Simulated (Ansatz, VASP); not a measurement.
One calculation of ZnCu, two programs

```
Zn Cu
1.0
     2.91869    0.00000    0.00000
     0.00000    2.91869    0.00000
     0.00000    0.00000    2.91869
Zn Cu
1 1
Direct
  0.50000 0.50000 0.50000
  0.00000 0.00000 0.00000
```

Alike in both runs: functional r2SCAN; k mesh 14 × 14 × 14; occupations gaussian, width 0.1 eV; no spin polarisation.

Ansatz relaxed the structure, and its values are those at the end. VASP's run is a single point on that final structure, the one shown.

|  | VASP | Ansatz |
| --- | --- | --- |
| version | VASP 6.6.1 | Ansatz 0.2.0 |
| potentials or method | VASP PAW PBE potentials, release 64 (Zn, Cu) | scalar-relativistic, plane waves, PAW |
| plane-wave cutoff (eV) | 520 | 500 |
| valence electrons in the cell | 23 | 31 |

VASP gave:

| Item | Value |
| --- | --- |
| gap on the k mesh at the Fermi level (eV) | none |
| pressure (GPa) | 0.7 |

Q: What did Ansatz give for the same quantities?

A: gap on the k mesh at the Fermi level (eV): none; pressure (GPa): 0.0.

A gap of «none» marks a metal or a gap that the smearing closes. The two sets of potentials don't hold the same shells in valence.

Caveats: the PAW data sets were made with another functional, which shifts forces and pressure a little (VASP).
